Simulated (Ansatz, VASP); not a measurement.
**Pt in VASP and in Ansatz**

```xyz
1
Lattice="0.0000 1.9583 1.9583 1.9583 0.0000 1.9583 1.9583 1.9583 0.0000" Properties=species:S:1:pos:R:3 pbc="T T T"
Pt    0.0000    0.0000    0.0000
```

Change from the starting cell: volume scaled by 0.98.

Alike in both runs: task single point; functional LDA; k mesh 16 × 16 × 16; occupations fermi-dirac, width 0.05 eV; no spin polarisation.

|  | VASP | Ansatz |
| --- | --- | --- |
| version | VASP 6.6.1 | Ansatz 0.2.0 |
| potentials or method | VASP PAW LDA potentials, release 64 (Pt), cutoff 520 eV | all-electron LAPW, scalar-relativistic |

|  | VASP | Ansatz | Ansatz less VASP |
| --- | --- | --- | --- |
| pressure (GPa) | -4.5 | -5.2 | -0.69 |

Ansatz ran all-electron here, so the differences hold the error of VASP's frozen core and of both bases.

Spin-orbit coupling is left out, which matters for the levels of Pt.
